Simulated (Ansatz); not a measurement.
5 guesses for MgS and where they end

These are results of DFT PBE, scalar-relativistic, plane waves, PAW in Ansatz 0.2.0, not measurements. All cells share a 420 eV cutoff and Γ-centred k meshes spaced at most about 0.3 Å⁻¹ (about 0.25 or finer for metals, 2π included). No spin polarisation in the final relaxations.

Each guess was relaxed in cell and atoms at zero pressure, within the symmetry of its start. These are static total energies at zero pressure. Coordination counts S atoms around Mg (those within 1.25 times the shortest such distance or 1.15 times the sum of covalent radii).

```csv
guess,made from,start group,V start (Å³/atom),end group,V end (Å³/atom),coordination at the end,gap on mesh (eV),E over the lowest end (meV/atom)
1,"4-connected net, two elements alternating",P4_2/mnm,21.4,P4_2/mnm,24.1,Mg 4,3.35,0
2,HfRh type,Pm-3m,21.0,?,?,?,?,?
3,TiMo type,Cmmm,20.1,Cmmm,24.5,Mg 4,2.06,334
4,LaDy type,P-6m2,25.0,P-6m2 (tungsten carbide),18.7,Mg 6,1.15,221
5,random cell,P6/mmm,19.4,P6/mmm,83.7,Mg 2,2.45,1021
```

Guess 2 as it starts:

```cif
data_structure
_symmetry_space_group_name_H-M 'Pm-3m'
_symmetry_Int_Tables_number 221
_cell_length_a 3.4745
_cell_length_b 3.4745
_cell_length_c 3.4745
_cell_angle_alpha 90.000
_cell_angle_beta 90.000
_cell_angle_gamma 90.000
_cell_volume 41.94
loop_
_atom_site_label
_atom_site_type_symbol
_atom_site_symmetry_multiplicity
_atom_site_Wyckoff_symbol
_atom_site_fract_x
_atom_site_fract_y
_atom_site_fract_z
_atom_site_occupancy
Mg1 Mg 1 a 0.00000 0.00000 0.00000 1
S1 S 1 b 0.50000 0.50000 0.50000 1
```

Q: Predict the end of this guess and its energy over the lowest end.

A: It ends in the caesium chloride type, space group Pm-3m (No. 221), with a = 3.275 Å, 17.6 Å³/atom and no gap. It lies 0.59 eV/atom over the lowest end, above guess 3 and below guess 5. Counting S atoms around Mg, this end has Mg 8 and the lowest (guess 1) has Mg 4.

```yaml
crystal:
  lattice:
    - [3.27548, 0.00000, 0.00000]
    - [0.00000, 3.27548, 0.00000]
    - [0.00000, 0.00000, 3.27548]
  atoms:
    - { symbol: Mg, position: [0.00000, 0.00000, 0.00000] }
    - { symbol: S, position: [0.50000, 0.50000, 0.50000] }
```

The zero of energy is the elements' standard structures at the same level; no fitted shifts are applied.

Q: Is the lowest end bound against the elements?

A: Yes: its formation energy is −1.415 eV/atom. Whether it is stable depends on the other phases of the system, which aren't compared here.

Weakly bound directions are ill-defined at this level, which has no dispersion term (Cmmm, P6/mmm), and this can change margins and order among such cells. Kohn–Sham gaps at this level usually fall short of measured ones. The zero gap of Pm-3m may come from the functional, which often closes small gaps. The reference form of S is held partly by dispersion forces, which this level lacks. With atoms moved at random, P4_2/mnm came back. Other cells relaxed within their symmetry can be saddle points; a later kick test found a lower structure for MgS Cmmm. The part of the Crystallography Open Database at hand lists MgS in space group No. 225, which no cell shown has. Some candidate types were left out of the draw beforehand, so a known form may be missing.
